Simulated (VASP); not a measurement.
# SnTe (Fm-3m) in VASP: further runs

The runs below take SnTe through band structure, elastic constants, phonons, with HSE06, PBE0, PBE, LDA.

All numbers are computed with VASP 6.6.1; they aren't measurements. Logs are shortened: lines on timing, memory, paths and dates and some standing lists are left out, and cuts for length are marked.

**The experiment to reproduce.**

A printed reference work, textbook reports, for a bulk crystal of SnTe at 300 K: band gap 0.18 eV (direct).

The runs below are set against these values where they give the same quantity.

### Step 1. Starting point

The structure is cubic, space group Fm-3m (No. 225). The conventional cell has a = 6.290 Å, b = 6.290 Å, c = 6.290 Å, α = 90.00°, β = 90.00°, γ = 90.00°. Sn (site symmetry m-3m) is surrounded by 6 Te at 3.14 Å. Te (site symmetry m-3m) has 6 Sn at 3.14 Å as nearest neighbours.

### Step 2. Band structure, HSE06

The input, POSCAR:

```
SnTe                                    
1.0
    0.0000000000      3.1448388752      3.1448388752
    3.1448388752      0.0000000000      3.1448388752
    3.1448388752      3.1448388752      0.0000000000
  Sn              Te            
     1     1
Direct
     0.0000000000000000    0.0000000000000000    0.0000000000000000
     0.5000000000000000    0.5000000000000000    0.5000000000000000
```

The input, INCAR.step1:

```
SYSTEM = SnTe
PREC = Accurate
ENCUT = 520
EDIFF = 1E-5
ISMEAR = 0
SIGMA = 0.03
LREAL = .False.
LASPH = .True.
NELM = 80
ALGO = Normal
ISIF = 2
LWAVE = .True.
LCHARG = .False.
KPAR = 4
GGA = PE
```

The input, INCAR.step2:

```
SYSTEM = SnTe
PREC = Accurate
ENCUT = 520
EDIFF = 1E-7
ISMEAR = 0
SIGMA = 0.03
LREAL = .False.
LASPH = .True.
NELM = 80
ALGO = Normal
ISIF = 2
LWAVE = .False.
LCHARG = .False.
GGA = PE
LHFCALC = .True.
HFSCREEN = 0.2
PRECFOCK = Fast
KPAR = 4
ISTART = 1
```

The input, KPOINTS:

```
regular mesh
0
Gamma
  6 6 6
  0 0 0
```

The input, KPOINTS_OPT:

```
explicit points
6
Reciprocal
 0.0000000000  0.0000000000  0.0000000000 1
 0.3750000000  0.3750000000  0.7500000000 1
 0.5000000000  0.5000000000  0.5000000000 1
 0.6250000000  0.2500000000  0.6250000000 1
 0.5000000000  0.2500000000  0.7500000000 1
 0.5000000000  0.0000000000  0.5000000000 1
```

Potentials or basis: VASP PAW PBE potentials, release 64 (Sn_d, Te).

Command:

```
$ cat potpaw_PBE.64/Sn_d/POTCAR potpaw_PBE.64/Te/POTCAR > POTCAR
$ cp INCAR.step1 INCAR
$ mpirun -np 4 vasp_std > vasp.out
$ cp INCAR.step2 INCAR
$ mpirun -np 4 vasp_std > vasp.out
```

OUTCAR:

```text
SYSTEM = SnTe
   PREC = Accurate
   ENCUT = 520
   EDIFF = 1E-7
   ISMEAR = 0
   LREAL = .False.
   LASPH = .True.
   NELM = 80
   ISIF = 2
   GGA = PE
   LHFCALC = .True.
   HFSCREEN = 0.2
   PRECFOCK = Fast
   ISTART = 1

 ion  position               nearest neighbor table
   1  0.000  0.000  0.000-   2 3.14   2 3.14   2 3.14   2 3.14   2 3.14   2 3.14
   2  0.500  0.500  0.500-   1 3.14   1 3.14   1 3.14   1 3.14   1 3.14   1 3.14

  LATTYP: Found a face centered cubic cell.
 ALAT       =     6.2896777504

  Lattice vectors:

 A1 = (   0.0000000000,   3.1448388752,   3.1448388752)
 A2 = (   3.1448388752,   0.0000000000,   3.1448388752)
 A3 = (   3.1448388752,   3.1448388752,   0.0000000000)

Analysis of symmetry for initial positions (statically):
=====================================================================
 Subroutine PRICEL returns:
 Original cell was already a primitive cell.

 Routine SETGRP: Setting up the symmetry group for a
 face centered cubic supercell.

 Subroutine GETGRP returns: Found 48 space group operations
 (whereof 48 operations were pure point group operations)
 out of a pool of 48 trial point group operations.

The static configuration has the point symmetry O_h .

Analysis of symmetry for dynamics (positions and initial velocities):
=====================================================================
 Subroutine PRICEL returns:
 Original cell was already a primitive cell.

 Routine SETGRP: Setting up the symmetry group for a
 face centered cubic supercell.

 Subroutine GETGRP returns: Found 48 space group operations
 (whereof 48 operations were pure point group operations)
 out of a pool of 48 trial point group operations.

The dynamic configuration has the point symmetry O_h .

 Subroutine INISYM returns: Found 48 space group operations
 (whereof 48 operations are pure point group operations),
 and found     1 'primitive' translations

----------------------------------------------------------------------------------------

                                     Primitive cell

  volume of cell :      62.2050

  direct lattice vectors                    reciprocal lattice vectors
     0.000000000  3.144838875  3.144838875    -0.158990657  0.158990657  0.158990657
     3.144838875  0.000000000  3.144838875     0.158990657 -0.158990657  0.158990657
     3.144838875  3.144838875  0.000000000     0.158990657  0.158990657 -0.158990657

  length of vectors
     4.447473789  4.447473789  4.447473789     0.275379896  0.275379896  0.275379896

  position of ions in fractional coordinates (direct lattice)
     0.000000000  0.000000000  0.000000000
     0.500000000  0.500000000  0.500000000

  ion indices of the primitive-cell ions
   primitive index   ion index
                 1           1
                 2           2

----------------------------------------------------------------------------------------

 KPOINTS: regular mesh

Automatic generation of k-mesh.
 Grid dimensions read from file:
 generate k-points for:    6    6    6

 Generating k-lattice:

  Cartesian coordinates                     Fractional coordinates (reciprocal lattice)
    -0.026498443  0.026498443  0.026498443     0.166666667  0.000000000  0.000000000
     0.026498443 -0.026498443  0.026498443     0.000000000  0.166666667  0.000000000
     0.026498443  0.026498443 -0.026498443     0.000000000  0.000000000  0.166666667

  Length of vectors
     0.045896649  0.045896649  0.045896649

  Shift w.r.t. Gamma in fractional coordinates (k-lattice)
     0.000000000  0.000000000  0.000000000

 Subroutine IBZKPT returns following result:
 ===========================================

 Found     16 irreducible k-points:

 Following reciprocal coordinates:
            Coordinates               Weight
  0.000000  0.000000  0.000000      1.000000
  0.166667  0.000000  0.000000      8.000000
  0.333333  0.000000  0.000000      8.000000
  0.500000  0.000000  0.000000      4.000000
  0.166667  0.166667  0.000000      6.000000
  0.333333  0.166667  0.000000     24.000000
[... 8 lines left out ...]
 -0.333333  0.333333  0.166667     24.000000
 -0.333333  0.500000  0.166667     12.000000
   k-points           NKPTS =     16   k-points in BZ     NKDIM =    216   number of bands    NBANDS=     14
   number of dos      NEDOS =    301   number of ions     NIONS =      2
   total plane-waves  NPLWV =  46656
   dimension x,y,z NGX =    36 NGY =   36 NGZ =   36
   dimension x,y,z NGXF=    72 NGYF=   72 NGZF=   72
   ions per type =               1   1
   NGX,Y,Z   is equivalent  to a cutoff of  13.46, 13.46, 13.46 a.u.
   NGXF,Y,Z  is equivalent  to a cutoff of  26.91, 26.91, 26.91 a.u.
 SYSTEM =  SnTe
   PREC   = accura    normal or accurate (medium, high low for compatibility)
   ISTART =      1    job   : 0-new  1-cont  2-samecut
   ICHARG =      0    charge: 1-file 2-atom 10-const
   ISPIN  =      1    spin polarized calculation?
   LNONCOLLINEAR =      F non collinear calculations
   LSORBIT =      F    spin-orbit coupling
   LASPH  =      T    aspherical Exc in radial PAW
   ENCUT  =  520.0 eV  38.22 Ry    6.18 a.u.   8.27  8.27  8.27*2*pi/ulx,y,z
   NELM   =     80;   NELMIN=  2; NELMDL=  0     # of ELM steps
   EDIFF  = 0.1E-06   stopping-criterion for ELM
   LREAL  =      F    real-space projection
   EDIFFG = 0.1E-05   stopping-criterion for IOM
   NSW    =      0    number of steps for IOM
   IBRION =     -1    ionic relax: 0-MD 1-quasi-New 2-CG
   NFREE  =      0    steps in history (QN), initial steepest desc. (CG)
   ISIF   =      2    stress and relaxation
   ISYM   =      3    0-nonsym 1-usesym 2-fastsym
   POTIM  = 0.5000    time-step for ionic-motion
   TEBEG  =    0.0;   TEEND  =   0.0 temperature during run
   PSTRESS=    0.0 pullay stress
   NELECT =      20.0000    total number of electrons
   NUPDOWN=      -1.0000    fix difference up-down
   EMIN   =  10.00;   EMAX   =-10.00  energy-range for DOS
   EFERMI =   0.00;   METHOD = LEGACY
   ISMEAR =     0;   SIGMA  =   0.03  broadening in eV -4-tet -1-fermi 0-gaus
   EFERMI_NEDOS =   21; number of points for ismear=-14 and -15
   IALGO  =     38    algorithm
   IMIX   =      1    mixing-type and parameters
     AMIX     =   0.40;   BMIX     =  1.00
     AMIX_MAG =   1.60;   BMIX_MAG =  1.00
  volume/ion in A,a.u.               =      31.10       209.89
  Fermi-wavevector in a.u.,A,eV,Ry     =   1.121527  2.119379 17.113721  1.257823
  Thomas-Fermi vector in A             =   2.258181
   LORBIT       =      0    0 simple, 1 ext, 2 COOP (PROOUT), +10 PAW based schemes
   GGA     = PE    functional components
   LHFCALC =     T    Hartree Fock is set to
   PRECFOCK=fast      Normal, Fast or Accurate (Low or Medium for compatibility)
   ENCUT4O =  -1.0   cutoff for four orbital integrals eV
   NKREDX  =     1    reduce k-point grid by
   NKREDY  =     1    reduce k-point grid by
   NKREDZ  =     1    reduce k-point grid by
   AEXX    =    0.2500 exact exchange contribution
   HFSCREEN=    0.2000 screening length (either q_TF or 0.3 A-1)
   HFSCREENC=   0.2000 screening length for correlation (either q_TF or 0.3 A-1)
   ENCUTFOCK=  -1.0 apply spherical cutoff to Coloumb kernel
   IVDW    =     0    specifies the selected vdW correction
   LEPSILON=     F    determine dielectric tensor
   LRPA    =     F    only Hartree local field effects (RPA)
 non-spin polarized calculation
 Gauss-broadening in eV      SIGMA  =   0.03
  energy-cutoff  :      520.00
  volume of cell :       62.20
 maximum number of plane-waves:      1694
 NGX is ok and might be reduce to    36
  NGX = 20; NGY = 20; NGZ = 20

 number of electron      19.9999998 magnetization

 Free energy of the ion-electron system (eV)
  ---------------------------------------------------
  ext. energy  EPLUGINS =         0.00000000
  ---------------------------------------------------
  free energy    TOTEN  =        -9.05136528 eV

  energy without entropy =       -9.05110746  energy(sigma->0) =       -9.05123637

 E-fermi :   7.0802     XC(G=0):  -7.9259

 val. band max:        7.0518826744   @ k =   0.5000   0.0000   0.0000
 cond. band min:       7.1084380866   @ k =   0.5000   0.0000   0.0000
 fundamental gap:      0.0565554122
 Fermi energy:         7.0801603805

 k-point     1 :       0.0000    0.0000    0.0000
  band No.  band energies     occupation
      1     -17.3957      2.00000
      2     -17.3957      2.00000
      3     -17.3831      2.00000
      4     -17.3831      2.00000
      5     -17.3831      2.00000
      6      -7.3918      2.00000
      7       1.8690      2.00000
      8       4.3573      2.00000
      9       4.3573      2.00000
     10       4.3573      2.00000
     11      10.8394      0.00000
     12      10.8394      0.00000
     13      10.8394      0.00000
     14      12.0829      0.00000

 k-point     2 :       0.1667    0.0000    0.0000
  band No.  band energies     occupation
      1     -17.3971      2.00000
      2     -17.3971      2.00000
      3     -17.3827      2.00000
      4     -17.3816      2.00000
      5     -17.3816      2.00000
      6      -7.1301      2.00000
      7       0.4855      2.00000
      8       4.4056      2.00000
      9       4.4056      2.00000
     10       5.3254      2.00000
     11       9.6159      0.00000
     12       9.6159      0.00000
     13       9.6793      0.00000
     14      12.1037      0.00000
[... 207 lines left out ...]
      1     -17.4075      2.00000
      2     -17.3980      2.00000
      3     -17.3799      2.00000
      4     -17.3789      2.00000
      5     -17.3735      2.00000
      6      -5.5908      2.00000
      7      -1.7464      2.00000
      8       1.9145      2.00000
      9       2.2081      2.00000
     10       5.8237      2.00000
     11       7.8147      0.00000
     12      11.4206      0.00000
     13      11.9298      0.00000
     14      13.1689      0.00000

 k-point    16 :      -0.3333    0.5000    0.1667
  band No.  band energies     occupation
      1     -17.4113      2.00000
      2     -17.3949      2.00000
      3     -17.3834      2.00000
      4     -17.3759      2.00000
      5     -17.3720      2.00000
      6      -5.4918      2.00000
      7      -1.1249      2.00000
      8       0.8992      2.00000
      9       1.8894      2.00000
     10       4.7281      2.00000
     11       9.3923      0.00000
     12      10.7105      0.00000
     13      13.0719      0.00000
     14      13.2080      0.00000

------------------------ aborting loop because EDIFF is reached ----------------------------------------

  FORCE on cell =-STRESS in cart. coord.  units (eV):
  Direction    XX          YY          ZZ          XY          YZ          ZX
  --------------------------------------------------------------------------------------
  -------------------------------------------------------------------------------------
  Total        0.5633510      0.5633510      0.5633510      0.0000000      0.0000000      0.0000000
  in kB       14.5099020     14.5099020     14.5099020      0.0000000      0.0000000      0.0000000
  external PRESSURE =      14.5099020 kB  Pullay stress =       0.0000000 kB

 VOLUME and BASIS-vectors are now :
 -----------------------------------------------------------------------------
  energy-cutoff  :      520.00
  volume of cell :       62.20
      direct lattice vectors                 reciprocal lattice vectors
     0.000000000  3.144838875  3.144838875    -0.158990657  0.158990657  0.158990657
     3.144838875  0.000000000  3.144838875     0.158990657 -0.158990657  0.158990657
     3.144838875  3.144838875  0.000000000     0.158990657  0.158990657 -0.158990657

 POSITION                                       TOTAL-FORCE (eV/Angst)
 -----------------------------------------------------------------------------------
      0.00000      0.00000      0.00000        -0.000000     -0.000000     -0.000000
      3.14484      3.14484      3.14484         0.000000      0.000000      0.000000
 -----------------------------------------------------------------------------------
    total drift:                               -0.000001     -0.000001     -0.000001

  FREE ENERGIE OF THE ION-ELECTRON SYSTEM (eV)
  ---------------------------------------------------
  free  energy   TOTEN  =        -9.0513652796 eV

  energy  without entropy=       -9.0511074562  energy(sigma->0) =       -9.05123637
```

Wall time 9.3 min (4 MPI ranks of Intel Xeon 6975P-C (Granite Rapids), shared host); peak memory 0.32 GiB.

What came out:

```yaml
Free_energy: -9.0514 eV
Pressure: 1.5 GPa
Band_gap_on_the_k_mesh: 0.06 eV, direct
Band_gap_along_the_path: 0.06 eV, direct
```

Caveat: the PAW data sets were made with another functional, which shifts forces and pressure a little; spin-orbit coupling is left out, which moves the levels of the heavy elements.

### Step 3. Band structure, PBE0

POSCAR is that of step 2.

INCAR.step1 is that of step 2.

INCAR.step2, as its differences from that of step 2:

```diff
@@ -15,4 +15,5 @@
 LHFCALC = .True.
-HFSCREEN = 0.2
+AEXX = 0.25
 PRECFOCK = Fast
+HFRCUT = -1
 KPAR = 4
```

KPOINTS is that of step 2.

KPOINTS_OPT is that of step 2.

Potentials or basis: VASP PAW PBE potentials, release 64 (Sn_d, Te).

Command:

```
$ cat potpaw_PBE.64/Sn_d/POTCAR potpaw_PBE.64/Te/POTCAR > POTCAR
$ cp INCAR.step1 INCAR
$ mpirun -np 4 vasp_std > vasp.out
$ cp INCAR.step2 INCAR
$ mpirun -np 4 vasp_std > vasp.out
```

It took 25 min on 4 MPI ranks of Intel Xeon 6975P-C (Granite Rapids), shared host; peak memory 0.25 GiB.

Results (log left out):

- Free energy: -9.9740 eV
- Pressure: 1.6 GPa
- Band gap on the k mesh: 0.53 eV, direct
- Band gap along the path: 0.53 eV, direct

Levels at points of the mesh, in eV from the valence-band top:
```csv
k point,band 8,band 9,band 10,band 11,band 12,band 13
"(0.00, 0.00, 0.00)",-2.80,-2.80,-2.80,4.38,4.38,4.38
"(0.50, 0.00, 0.00)",-2.41,-2.41,0.00,0.53,0.90,0.90
"(0.50, 0.50, 0.00)",-6.74,-4.62,-4.62,2.82,6.13,6.13
```

Caveat: the PAW data sets were made with another functional, which shifts forces and pressure a little; spin-orbit coupling is left out, which moves the levels of the heavy elements.

### Step 4. Elastic constants, PBE

This run uses another cell than the first one, of 32.93 Å³/atom, 1.059 times its volume.

The input, POSCAR:

```
SnTe
1.0
    0.0000000000      3.2051809016      3.2051809016
    3.2051809016      0.0000000000      3.2051809016
    3.2051809016      3.2051809016      0.0000000000
  Sn              Te
     1     1
Direct
     0.0000000000000000    0.0000000000000000    0.0000000000000000
     0.5000000000000000    0.5000000000000000    0.5000000000000000
```

The input, INCAR.step1:

```
SYSTEM = SnTe
PREC = Accurate
ENCUT = 600
EDIFF = 1E-8
ISMEAR = 0
SIGMA = 0.03
LREAL = .FALSE.
LASPH = .TRUE.
NELM = 80
ALGO = Normal
ISIF = 3
LWAVE = .FALSE.
LCHARG = .FALSE.
GGA = PE
IBRION = 2
NSW = 40
EDIFFG = -0.002
```

The input, INCAR.step2:

```
SYSTEM = SnTe
PREC = Accurate
ENCUT = 600
EDIFF = 1E-8
ISMEAR = 0
SIGMA = 0.03
LREAL = .FALSE.
LASPH = .TRUE.
NELM = 80
ALGO = Normal
ISIF = 3
LWAVE = .FALSE.
LCHARG = .FALSE.
GGA = PE
IBRION = 6
NFREE = 2
POTIM = 0.015
NSW = 1
```

The input, KPOINTS:

```
Automatic mesh
0
G
  10 10 10
  0 0 0
```

Command:

```
$ cat potpaw_PBE.64/Sn_d/POTCAR potpaw_PBE.64/Te/POTCAR > POTCAR
$ cp INCAR.step1 INCAR
$ mpirun -np 1 vasp_std > vasp.out
$ cp CONTCAR POSCAR
$ cp INCAR.step2 INCAR
$ mpirun -np 1 vasp_std > vasp.out
```

Run time: 12 min. Hardware: 1 thread of Intel Xeon 6975P-C (Granite Rapids), shared host; peak memory 0.65 GiB.

Results (log left out):

| Property | Result |
| --- | --- |
| Elastic constants C11, C12, C44 | 115, 3, 14 GPa |
| Voigt bulk modulus | 40 GPa |
| Highest phonon frequency at Γ, LO-TO splitting left out | 0 cm⁻¹ |
| Most unstable mode | 45i cm⁻¹ |

Phonon frequencies in cm⁻¹ (negative: imaginary):
| q point | frequencies |
| --- | --- |
| (0.000, 0.000, 0.000) | -45 -45 -45 0 0 0 |

Elastic tensor in Voigt notation (GPa, in the Cartesian axes of the cell as first typed):
```
115   3   3   0   0   0
  3 115   3   0   0   0
  3   3 115   0   0   0
  0   0   0  14   0   0
  0   0   0   0  14   0
  0   0   0   0   0  14
```

Clamped-ion elastic tensor (GPa):
```
115   3   3   0   0   0
  3 115   3   0   0   0
  3   3 115   0   0   0
  0   0   0  14   0   0
  0   0   0   0  14   0
  0   0   0   0   0  14
```

Caveat: some modes are imaginary.

(Part 1 of 2 ends here.)
